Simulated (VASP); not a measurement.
# NbSi2 (P6_222) in VASP: notebook, part 3 of 3

VASP 6.6.1.

**6. Relaxation of cell and atoms, LDA**

Input file INCAR:

```
SYSTEM = NbSi2
PREC = Accurate
ENCUT = 600
EDIFF = 1E-6
ISMEAR = 1
SIGMA = 0.1
LREAL = .FALSE.
LASPH = .TRUE.
NELM = 80
ALGO = Normal
ISIF = 3
LWAVE = .FALSE.
LCHARG = .FALSE.
IBRION = 2
NSW = 90
EDIFFG = -0.01
KPAR = 4
```

Input file KPOINTS:

```
Automatic mesh
0
G
  9 9 6
  0 0 0
```

Input file POSCAR:

```
NbSi2
1.0
    4.8190000000      0.0000000000      0.0000000000
   -2.4095000000      4.1733764208      0.0000000000
    0.0000000000      0.0000000000      6.5920000000
Nb Si
3 6
Direct
    0.5000000000      0.0000000000      0.5000000000
    0.5000000000      0.5000000000      0.8333333333
    0.0000000000      0.5000000000      0.1666666667
    0.1599000000      0.3198000000      0.5000000000
    0.8401000000      0.1599000000      0.8333333333
    0.6802000000      0.8401000000      0.1666666667
    0.8401000000      0.6802000000      0.5000000000
    0.1599000000      0.8401000000      0.8333333333
    0.3198000000      0.1599000000      0.1666666667
```

Potentials or basis: VASP PAW LDA potentials, release 64 (Nb_sv, Si).

Run with:

```sh
$ cat potpaw_LDA.64/Nb_sv/POTCAR potpaw_LDA.64/Si/POTCAR > POTCAR
$ mpirun -np 4 vasp_std > vasp.out
```

OUTCAR:

```text
SYSTEM = NbSi2
   PREC = Accurate
   ENCUT = 600
   EDIFF = 1E-6
   ISMEAR = 1
   LREAL = .FALSE.
   LASPH = .TRUE.
   NELM = 80
   ISIF = 3
   IBRION = 2
   NSW = 90
   EDIFFG = -0.01

 ion  position               nearest neighbor table
   1  0.500  0.000  0.500-   5 2.62   6 2.62   8 2.62   9 2.62   7 2.75   4 2.75   4 2.75   7 2.75
                             4 2.84   7 2.84
   2  0.500  0.500  0.833-   4 2.62   7 2.62   6 2.62   9 2.62   5 2.75   8 2.75   8 2.75   5 2.75
                             8 2.84   5 2.84
   3  0.000  0.500  0.167-   4 2.62   7 2.62   5 2.62   8 2.62   9 2.75   6 2.75   9 2.75   6 2.75
                             6 2.84   9 2.84
   4  0.160  0.320  0.500-   5 2.57   9 2.57   2 2.62   3 2.62   7 2.67   1 2.75   1 2.75   1 2.84
                             7 2.84   7 2.84
   5  0.840  0.160  0.833-   4 2.57   6 2.57   1 2.62   3 2.62   8 2.67   2 2.75   2 2.75   2 2.84
                             8 2.84   8 2.84
   6  0.680  0.840  0.167-   7 2.57   5 2.57   1 2.62   2 2.62   9 2.67   3 2.75   3 2.75   3 2.84
                             9 2.84   9 2.84
   7  0.840  0.680  0.500-   6 2.57   8 2.57   2 2.62   3 2.62   4 2.67   1 2.75   1 2.75   1 2.84
                             4 2.84   4 2.84
   8  0.160  0.840  0.833-   7 2.57   9 2.57   1 2.62   3 2.62   5 2.67   2 2.75   2 2.75   2 2.84
                             5 2.84   5 2.84
   9  0.320  0.160  0.167-   4 2.57   8 2.57   1 2.62   2 2.62   6 2.67   3 2.75   3 2.75   3 2.84
                             6 2.84   6 2.84

  LATTYP: Found a hexagonal cell.
 ALAT       =     4.8190000000
 C/A-ratio  =     1.3679186553

  Lattice vectors:

 A1 = (   4.8190000000,   0.0000000000,   0.0000000000)
 A2 = (  -2.4095000000,   4.1733764208,   0.0000000000)
 A3 = (   0.0000000000,   0.0000000000,   6.5920000000)

Analysis of symmetry for initial positions (statically):
=====================================================================
 Subroutine PRICEL returns:
 Original cell was already a primitive cell.

 Routine SETGRP: Setting up the symmetry group for a
 hexagonal supercell.

 Subroutine GETGRP returns: Found 12 space group operations
 (whereof  4 operations were pure point group operations)
 out of a pool of 24 trial point group operations.

The static configuration has the point symmetry D_2 .
 The point group associated with its full space group is D_6 .

Analysis of symmetry for dynamics (positions and initial velocities):
=====================================================================
 Subroutine PRICEL returns:
 Original cell was already a primitive cell.

 Routine SETGRP: Setting up the symmetry group for a
 hexagonal supercell.

 Subroutine GETGRP returns: Found 12 space group operations
 (whereof  4 operations were pure point group operations)
 out of a pool of 24 trial point group operations.

The dynamic configuration has the point symmetry D_2 .
 The point group associated with its full space group is D_6 .

 Subroutine INISYM returns: Found 12 space group operations
 (whereof  4 operations are pure point group operations),
 and found     1 'primitive' translations

----------------------------------------------------------------------------------------

                                     Primitive cell

  volume of cell :     132.5750

  direct lattice vectors                    reciprocal lattice vectors
     4.819000000  0.000000000  0.000000000     0.207511932  0.119807070  0.000000000
    -2.409500000  4.173376421  0.000000000     0.000000000  0.239614140  0.000000000
     0.000000000  0.000000000  6.592000000     0.000000000  0.000000000  0.151699029

[... 87 lines left out ...]
 SYSTEM =  NbSi2
   PREC   = accura    normal or accurate (medium, high low for compatibility)
   ISTART =      0    job   : 0-new  1-cont  2-samecut
   ICHARG =      2    charge: 1-file 2-atom 10-const
   ISPIN  =      1    spin polarized calculation?
   LNONCOLLINEAR =      F non collinear calculations
   LSORBIT =      F    spin-orbit coupling
   LASPH  =      T    aspherical Exc in radial PAW
   ENCUT  =  600.0 eV  44.10 Ry    6.64 a.u.   9.62  9.62 13.17*2*pi/ulx,y,z
   NELM   =     80;   NELMIN=  2; NELMDL= -5     # of ELM steps
   EDIFF  = 0.1E-05   stopping-criterion for ELM
   LREAL  =      F    real-space projection
   EDIFFG = -.1E-01   stopping-criterion for IOM
   NSW    =     90    number of steps for IOM
   IBRION =      2    ionic relax: 0-MD 1-quasi-New 2-CG
   NFREE  =      1    steps in history (QN), initial steepest desc. (CG)
   ISIF   =      3    stress and relaxation
   ISYM   =      2    0-nonsym 1-usesym 2-fastsym
   POTIM  = 0.5000    time-step for ionic-motion
   TEBEG  =    0.0;   TEEND  =   0.0 temperature during run
   PSTRESS=    0.0 pullay stress
   NELECT =      63.0000    total number of electrons
   NUPDOWN=      -1.0000    fix difference up-down
   EMIN   =  10.00;   EMAX   =-10.00  energy-range for DOS
   EFERMI =   0.00;   METHOD = LEGACY
   ISMEAR =     1;   SIGMA  =   0.10  broadening in eV -4-tet -1-fermi 0-gaus
   EFERMI_NEDOS =   21; number of points for ismear=-14 and -15
   IALGO  =     38    algorithm
   IMIX   =      4    mixing-type and parameters
     AMIX     =   0.40;   BMIX     =  1.00
     AMIX_MAG =   1.60;   BMIX_MAG =  1.00
  volume/ion in A,a.u.               =      14.73        99.41
  Fermi-wavevector in a.u.,A,eV,Ry     =   1.277520  2.414163 22.205496  1.632058
  Thomas-Fermi vector in A             =   2.410115
   LORBIT       =      0    0 simple, 1 ext, 2 COOP (PROOUT), +10 PAW based schemes
   GGA     = CA    functional components
   LHFCALC =     F    Hartree Fock is set to
   AEXX    =    0.0000 exact exchange contribution
   IVDW    =     0    specifies the selected vdW correction
   LEPSILON=     F    determine dielectric tensor
   LRPA    =     F    only Hartree local field effects (RPA)
 conjugate gradient relaxation of ions
 non-spin polarized calculation
 Methfessel and Paxton  Order N= 1 SIGMA  =   0.10
  energy-cutoff  :      600.00
  volume of cell :      132.58
 maximum number of plane-waves:      4467
 NGX is ok and might be reduce to    40
   NGX = 19   NGY = 19   NGZ = 27

--------------------------------------- Ionic step        1  -------------------------------------------

 number of electron      62.9999998 magnetization

 Free energy of the ion-electron system (eV)
  ---------------------------------------------------
  ext. energy  EPLUGINS =         0.00000000
  ---------------------------------------------------
  free energy    TOTEN  =       -75.19974213 eV

  energy without entropy =      -75.19737545  energy(sigma->0) =      -75.19895324

------------------------ aborting loop because EDIFF is reached ----------------------------------------

  FORCE on cell =-STRESS in cart. coord.  units (eV):
  Direction    XX          YY          ZZ          XY          YZ          ZX
  --------------------------------------------------------------------------------------
  -------------------------------------------------------------------------------------
  Total       -5.9758308     -5.9758308     -5.1424205      0.0000000     -0.0000000      0.0000000
  in kB      -72.2182881    -72.2182881    -62.1464731      0.0000000     -0.0000000      0.0000000
  external PRESSURE =     -68.8610165 kB  Pullay stress =       0.0000000 kB
[... 202 lines left out ...]
--------------------------------------- Ionic step        6  -------------------------------------------

 number of electron      62.9999998 magnetization

 Free energy of the ion-electron system (eV)
  ---------------------------------------------------
  ext. energy  EPLUGINS =         0.00000000
  ---------------------------------------------------
  free energy    TOTEN  =       -75.31692806 eV

  energy without entropy =      -75.31463838  energy(sigma->0) =      -75.31616483

 E-fermi :  11.7478     XC(G=0): -12.2653

 val. band max:       11.7429323357   @ k =   0.3333   0.1111   0.3333
 cond. band min:      11.7548598037   @ k =   0.3333   0.1111   0.5000
 fundamental gap:      0.0119274680
 Fermi energy:        11.7477705907

 k-point     1 :       0.0000    0.0000    0.0000
  band No.  band energies     occupation
      1     -42.4735      2.00000
      2     -42.4298      2.00000
      3     -42.4298      2.00000
      4     -18.9217      2.00000
      5     -18.9217      2.00000
      6     -18.9099      2.00000
[... 949 lines left out ...]
     36      14.1403      0.00000
     37      14.2447      0.00000

 [... further k-points ...]

------------------------ aborting loop because EDIFF is reached ----------------------------------------

  FORCE on cell =-STRESS in cart. coord.  units (eV):
  Direction    XX          YY          ZZ          XY          YZ          ZX
  --------------------------------------------------------------------------------------
  -------------------------------------------------------------------------------------
  Total        0.0717019      0.0717019      0.0146800     -0.0000000      0.0000000      0.0000000
  in kB        0.9017837      0.9017837      0.1846281     -0.0000000      0.0000000      0.0000000
  external PRESSURE =       0.6627318 kB  Pullay stress =       0.0000000 kB
[... 24 lines left out ...]
  FREE ENERGIE OF THE ION-ELECTRON SYSTEM (eV)
  ---------------------------------------------------
  free  energy   TOTEN  =       -75.3169280589 eV

  energy  without entropy=      -75.3146383771  energy(sigma->0) =      -75.31616483

 reached required accuracy - stopping structural energy minimisation
```

Run time: 2.5 min. Hardware: 4 MPI ranks of AMD EPYC 9R45 (Zen 5), shared host; peak memory 0.37 GiB.

What came out:

```
Free energy                            : -75.3169 eV
Relaxed volume                         : 14.15 Å³/atom
Relaxed cell                           : a = 4.744 Å, b = 4.744 Å, c = 6.537 Å, α = 90.00°, β = 90.00°, γ = 120.00°
Space group after relaxing (to 0.05 Å) : P6_222 (No. 180)
Energy gained by relaxing              : 13.0 meV/atom
Ionic steps                            : 6
Pressure after relaxing                : 0.1 GPa
Largest force after relaxing           : 0.007 eV/Å
Band gap on the k mesh                 : none (metal or under the smearing width)
```

Forces on the atoms (eV/Å):
```
Nb   0.000  0.000  0.000
Nb   0.000  0.000  0.000
Nb   0.000  0.000  0.000
Si   0.000 -0.007  0.000
Si   0.006 -0.003  0.000
Si   0.006  0.003  0.000
Si   0.000  0.007  0.000
Si  -0.006  0.003  0.000
Si  -0.006 -0.003  0.000
```

Step by step:
| step | energy change (eV) | largest force (eV/Å) | pressure (GPa) | volume (Å³) |
| --- | --- | --- | --- | --- |
| 1 | 0.0000 | 0.0565 | -6.89 | 132.58 |
| 2 | 0.1165 | 0.0031 | 11.70 | 120.79 |
| 3 | -0.1142 | 0.0409 | -0.04 | 127.54 |
| 4 | -0.1142 | 0.0405 | 0.11 | 127.44 |
| 5 | -0.1169 | 0.0037 | 0.06 | 127.38 |
| 6 | -0.1172 | 0.0067 | 0.07 | 127.39 |

Final structure:
```
CELL_PARAMETERS angstrom
4.74365 0.00000 0.00000
-2.37182 4.10812 0.00000
0.00000 0.00000 6.53708
ATOMIC_POSITIONS crystal
Nb 0.50000 0.00000 0.50000
Nb 0.50000 0.50000 0.83333
Nb 0.00000 0.50000 0.16667
Si 0.15960 0.31920 0.50000
Si 0.84040 0.15960 0.83333
Si 0.68080 0.84040 0.16667
Si 0.84040 0.68080 0.50000
Si 0.15960 0.84040 0.83333
Si 0.31920 0.15960 0.16667
```

Levels at points of the mesh, in eV from the Fermi level:
```tsv
k point	band 28	band 29	band 30	band 31	band 32	band 33	band 34	band 35	band 36	band 37
(0.00, 0.00, 0.00)	-2.19	-2.09	-1.98	-1.98	-0.98	0.77	3.31	3.42	3.48	3.49
(0.00, 0.00, 0.50)	-2.18	-1.42	-1.33	-1.33	0.95	0.95	2.89	2.89	3.38	3.64
```

**7. Summary**

| level | potentials or basis | k mesh | cutoff (eV) | gap on the mesh (eV) | pressure (GPa) | relaxed volume (Å³/atom) |
| --- | --- | --- | --- | --- | --- | --- |
| PBE | VASP PAW PBE potentials, release 64 (Nb_pv, Si) | 5 × 5 × 3 | 300 | none | 0.0 | 14.78 |
| PBE+D3(BJ) | VASP PAW PBE potentials, release 64 (Nb_sv, Si) | 9 × 9 × 6 | 600 | none | 0.0 | - |
| LDA | VASP PAW LDA potentials, release 64 (Nb_sv, Si) | 9 × 9 × 6 | 600 | none | 0.1 | 14.15 |

Alike in all rows: task relaxation of cell and atoms; no spin polarisation; cell relaxed; smearing methfessel-paxton 0.1 eV.

Caveats: the cutoff is under 1.25 times the usual one of these potentials, so pressure, stress and relaxed cells hold a basis-set (Pulay) error (some runs); the relaxation stopped at its first step, so nothing moved (some runs); pairwise dispersion overbinds metals, which lowers pressure and volume (some runs).

Absolute energies hang on the potentials; compare differences alone.
